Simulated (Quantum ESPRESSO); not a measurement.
# GaP (P6_3/mmc) in Quantum ESPRESSO: reference runs

How does GaP come out in PBE? The cell is run as given.

Program: Quantum ESPRESSO 7.5. These are calculated values, not measurements. Logs are shortened: lines on timing, memory, paths and dates and some standing lists are left out, and cuts for length are marked.

## (1) The structure

Symmetry: P6_3/mmc, No. 194, hexagonal system. The conventional cell has a = 3.781 Å, b = 3.781 Å, c = 5.071 Å, α = 90.00°, β = 90.00°, γ = 120.00°. Ga (site symmetry -3m) is surrounded by 6 P at 2.52 Å and 2 Ga at 2.54 Å. P (site symmetry -6m2) has 6 Ga at 2.52 Å as nearest neighbours.

The cell was built by a generator and needn't be a form met in nature.

## (2) Single point, PBE

Contents of pw.in:

```
&CONTROL
  calculation = 'scf'
  prefix = 'pwscf'
  outdir = './tmp'
  pseudo_dir = './pseudo'
  tprnfor = .true.
  tstress = .true.
  disk_io = 'nowf'
/
&SYSTEM
  ibrav = 0
  nat = 4
  ntyp = 2
  ecutwfc = 70
  ecutrho = 560
  nbnd = 26
  occupations = 'smearing'
  smearing = 'fd'
  degauss = 0.00367493
/
&ELECTRONS
  conv_thr = 8d-10
  electron_maxstep = 120
  mixing_beta = 0.5
/
ATOMIC_SPECIES
Ga    69.7230 Ga.pbe-dn-kjpaw_psl.1.0.0.UPF
P     30.9738 P.pbe-n-rrkjus_psl.1.0.0.UPF
CELL_PARAMETERS angstrom
   3.7812351800    0.0000000000    0.0000000000
  -1.8906175900    3.2746457200    0.0000000000
   0.0000000000    0.0000000000    5.0708722500
ATOMIC_POSITIONS crystal
Ga     0.0000000000    0.0000000000    0.0000000000
Ga     0.0000000000    0.0000000000    0.5000000000
P      0.3333333300    0.6666666700    0.2500000000
P      0.6666666700    0.3333333300    0.7500000000
K_POINTS automatic
8 8 5 0 0 0
```

Potentials or basis: SSSP 1.3 efficiency PBE.

Run with:

```
OMP_NUM_THREADS=1 pw.x -in pw.in > pw.out
```

pw.out:

```text
This program is part of the open-source Quantum ESPRESSO suite
     for quantum simulation of materials; please cite
         "P. Giannozzi et al., J. Phys.:Condens. Matter 21 395502 (2009);
         "P. Giannozzi et al., J. Phys.:Condens. Matter 29 465901 (2017);
         "P. Giannozzi et al., J. Chem. Phys. 152 154105 (2020);
     in publications or presentations arising from this work. More details at

     file Ga.pbe-dn-kjpaw_psl.1.0.0.UPF: wavefunction(s)  4S renormalized
     Message from routine setup:
     using ibrav=0 with symmetry is DISCOURAGED, use correct ibrav instead

     G-vector sticks info
     --------------------
     sticks:   dense  smooth     PW     G-vecs:    dense   smooth      PW
     Sum        1969     979    283                94633    33549    5181

     Using Slab Decomposition

     bravais-lattice index     =            0
     lattice parameter (alat)  =       7.1455  a.u.
     unit-cell volume          =     423.7184 (a.u.)^3
     number of atoms/cell      =            4
     number of atomic types    =            2
     number of electrons       =        36.00
     number of Kohn-Sham states=           26
     kinetic-energy cutoff     =      70.0000  Ry
     charge density cutoff     =     560.0000  Ry
     scf convergence threshold =      8.0E-10
     mixing beta               =       0.5000
     number of iterations used =            8  plain     mixing
     Exchange-correlation= PBE
                           (   1   4   3   4   0   0   0)

     celldm(1)=   7.145499  celldm(2)=   0.000000  celldm(3)=   0.000000
     celldm(4)=   0.000000  celldm(5)=   0.000000  celldm(6)=   0.000000

     crystal axes: (cart. coord. in units of alat)
               a(1) = (   1.000000   0.000000   0.000000 )
               a(2) = (  -0.500000   0.866025   0.000000 )
               a(3) = (   0.000000   0.000000   1.341062 )

     reciprocal axes: (cart. coord. in units 2 pi/alat)
               b(1) = (  1.000000  0.577350 -0.000000 )
               b(2) = (  0.000000  1.154701  0.000000 )
               b(3) = (  0.000000 -0.000000  0.745677 )

     PseudoPot. # 1 for Ga read from file:
     Ga.pbe-dn-kjpaw_psl.1.0.0.UPF
     Pseudo is Projector augmented-wave + core cor, Zval = 13.0
     Generated using "atomic" code by A. Dal Corso  v.5.1
     Shape of augmentation charge: PSQ
     Using radial grid of 1205 points,  6 beta functions with:
                l(1) =   0
                l(2) =   0
                l(3) =   1
                l(4) =   1
                l(5) =   2
                l(6) =   2
     Q(r) pseudized with 0 coefficients

     PseudoPot. # 2 for P  read from file:
     P.pbe-n-rrkjus_psl.1.0.0.UPF
     Pseudo is Ultrasoft + core correction, Zval =  5.0
     Generated using "atomic" code by A. Dal Corso  v.5.1
     Using radial grid of 1147 points,  6 beta functions with:
                l(1) =   0
                l(2) =   0
                l(3) =   1
                l(4) =   1
                l(5) =   2
                l(6) =   2
     Q(r) pseudized with 0 coefficients

     atomic species   valence    mass     pseudopotential
     Ga               13.00    69.72300     Ga( 1.00)
     P                 5.00    30.97380     P ( 1.00)

     24 Sym. Ops., with inversion, found (12 have fractional translation)

   Cartesian axes

     site n.     atom                  positions (alat units)
         1        Ga     tau(   1) = (   0.0000000   0.0000000   0.0000000  )
         2        Ga     tau(   2) = (   0.0000000   0.0000000   0.6705312  )
         3        P      tau(   3) = (  -0.0000000   0.5773503   0.3352656  )
         4        P      tau(   4) = (   0.5000000   0.2886751   1.0057968  )

     number of k points=    30  Fermi-Dirac smearing, width (Ry)=  0.0037
                       cart. coord. in units 2pi/alat
        k(    1) = (   0.0000000   0.0000000   0.0000000), wk =   0.0062500
        k(    2) = (   0.0000000   0.0000000   0.1491355), wk =   0.0125000
        k(    3) = (   0.0000000   0.0000000   0.2982710), wk =   0.0125000
        k(    4) = (   0.0000000   0.1443376   0.0000000), wk =   0.0375000
        k(    5) = (   0.0000000   0.1443376   0.1491355), wk =   0.0750000
        k(    6) = (   0.0000000   0.1443376   0.2982710), wk =   0.0750000
[... 22 lines left out ...]
        k(   29) = (   0.2500000   0.5773503   0.1491355), wk =   0.0750000
        k(   30) = (   0.2500000   0.5773503   0.2982710), wk =   0.0750000

     Dense  grid:    94633 G-vectors     FFT dimensions: (  54,  54,  80)

     Smooth grid:    33549 G-vectors     FFT dimensions: (  40,  40,  54)

     Initial potential from superposition of free atoms

     starting charge      35.9938, renormalised to      36.0000
     Starting wfcs are   26 randomized atomic wfcs

     Self-consistent Calculation

     iteration #  1     ecut=    70.00 Ry     beta= 0.50
     Davidson diagonalization with overlap
     ethr =  1.00E-02,  avg # of iterations =  6.2

     Threshold (ethr) on eigenvalues was too large:
     Diagonalizing with lowered threshold

     Davidson diagonalization with overlap
     ethr =  2.59E-04,  avg # of iterations =  9.5

     total energy              =    -583.83655938 Ry
     estimated scf accuracy    <       0.09060649 Ry
[... 92 lines left out ...]
     iteration # 14     ecut=    70.00 Ry     beta= 0.50
     Davidson diagonalization with overlap
     ethr =  5.30E-12,  avg # of iterations =  5.0

     End of self-consistent calculation

          k = 0.0000 0.0000 0.0000 (  4225 PWs)   bands (ev):

    -4.6708  -4.4328  -4.4328  -4.2174  -4.2174  -4.1536  -4.1536  -4.0489
    -4.0489  -4.0015  -3.4258   0.6081   3.6185   8.9854   8.9854   9.7524
     9.7524  10.5149  11.6111  12.4192  15.1632  15.1632  16.2324  16.2324
    17.7285  17.9465
[... 73 lines left out ...]
    -4.4376  -4.4032  -4.3198  -4.3016  -4.2077  -4.2054  -4.1882  -4.1533
    -4.1414  -4.1192  -0.8546  -0.0125   3.2220   3.9957   7.6555   8.1828
     8.7189   9.5298  11.4411  13.0515  15.1494  16.3351  16.7329  18.2417
    19.1547  19.9229

          k = 0.0000-0.5774 0.0000 (  4178 PWs)   bands (ev):

    -4.6607  -4.6009  -4.4456  -4.2564  -4.1772  -4.1531  -4.1148  -4.0583
    -4.0491  -3.9329  -0.5581  -0.0808   3.7392   5.3675   6.5442   6.5568
     7.0408  10.8521  11.3542  12.6781  13.3356  13.6531  19.9159  19.9276
    20.3534  20.3630

          k = 0.0000-0.5774 0.1491 (  4176 PWs)   bands (ev):

    -4.5879  -4.5620  -4.4116  -4.2435  -4.2059  -4.1478  -4.1297  -4.1015
    -4.0782  -3.9977  -0.3807   0.0335   3.2116   4.1151   6.7806   7.1634
     8.6883   9.9180  11.2756  11.8393  14.8464  14.8716  18.0298  19.7808
    19.9649  20.9004

          k = 0.0000-0.5774 0.2983 (  4174 PWs)   bands (ev):

    -4.4551  -4.4010  -4.3210  -4.3129  -4.2089  -4.2072  -4.1866  -4.1517
    -4.1336  -4.1133   0.0264   0.2216   2.5683   2.8726   7.4712   8.2745
     8.5605   9.4595  11.5996  12.9087  15.3751  15.4045  17.0301  19.1578
    19.4585  20.9267
[... 101 lines left out ...]
    -4.4279  -4.3994  -4.3898  -4.2636  -4.2393  -4.1780  -4.1755  -4.1582
    -4.1424  -4.1290   0.4838   0.6455   2.3590   3.2081   5.1642   5.5666
    10.7435  11.3086  12.8762  14.4990  14.8593  15.8911  16.2860  16.7878
    18.1381  19.1111

     the Fermi energy is    11.2185 ev

!    total energy              =    -583.86574561 Ry
     estimated scf accuracy    <          7.0E-11 Ry
     smearing contrib. (-TS)   =      -0.00071137 Ry
     internal energy E=F+TS    =    -583.86503425 Ry

     The total energy is F=E-TS. E is the sum of the following terms:
     one-electron contribution =    -199.65320105 Ry
     hartree contribution      =     136.38143813 Ry
     xc contribution           =     -85.52302125 Ry
     ewald contribution        =    -211.91365874 Ry
     one-center paw contrib.   =    -223.15659133 Ry

     convergence has been achieved in  14 iterations

     Forces acting on atoms (cartesian axes, Ry/au):

     atom    1 type  1   force =     0.00000000    0.00000000    0.00000000
     atom    2 type  1   force =     0.00000000    0.00000000    0.00000000
     atom    3 type  2   force =     0.00000000   -0.00000000   -0.00000000
     atom    4 type  2   force =    -0.00000000    0.00000000    0.00000000

     Total force =     0.000000     Total SCF correction =     0.000000

     Computing stress (Cartesian axis) and pressure

          total   stress  (Ry/bohr**3)                   (kbar)     P=      140.41
   0.00042497  -0.00000000   0.00000000           62.51       -0.00        0.00
   0.00000000   0.00042497   0.00000000            0.00       62.51        0.00
   0.00000000   0.00000000   0.00201356            0.00        0.00      296.21

=------------------------------------------------------------------------------=
   JOB DONE.
=------------------------------------------------------------------------------=
```

Wall time 1.9 min (1 thread of Intel Xeon Platinum 8488C (Sapphire Rapids), shared host); peak memory 0.42 GiB.

Results:

```yaml
Free_energy: -7943.8982 eV
Pressure: 14.0 GPa
Band_gap_on_the_k_mesh: none (metal or under the smearing width)
```
